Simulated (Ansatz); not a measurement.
SnO:

```
CELL_PARAMETERS angstrom
3.81370 0.00000 0.00000
0.00000 3.81370 0.00000
0.00000 0.00000 4.88691
ATOMIC_POSITIONS crystal
Sn 0.50000 0.00000 0.76463
Sn 0.00000 0.50000 0.23537
O 0.00000 0.00000 0.00000
O 0.50000 0.50000 0.00000
```

The cell is a database's computed one.

Base run:

```yaml
Program: Ansatz 0.2.0
Functional: r2SCAN
Potentials_or_basis: Ansatz PAW
Cutoff: "500 eV (not typed: the program's choice for these potentials)"
k_mesh: 7 × 7 × 6
Occupations: fermi-dirac, width 0.05 eV
Spin: no spin polarisation
```

Its results: band gap on the k mesh 0.50 eV, indirect (least direct gap 2.41 eV); pressure -0.5 GPa; largest force 0.130 eV/Å.

Task: The run is repeated on the same cell with these changes: functional from r2SCAN to PBE; cutoff from 500 eV (not typed: the program's choice for these potentials) to 420 eV (not typed: the program's choice for these potentials). What comes out?

Result: Band gap on the k mesh 0.37 eV, indirect (least direct gap 2.07 eV); pressure 3.6 GPa; largest force 0.371 eV/Å.

r2SCAN gives the wider gap, since meta-GGAs in the generalised Kohn-Sham scheme recover part of the derivative discontinuity.

Caveats: the k mesh misses the band edges, so the gap on the mesh is wider than the one along the path; spin-orbit coupling is left out, which moves the levels of the heavy elements; the PAW data sets come from PBE, with cores solved anew for the run's functional, which leaves a small shift of forces and pressure (some runs).
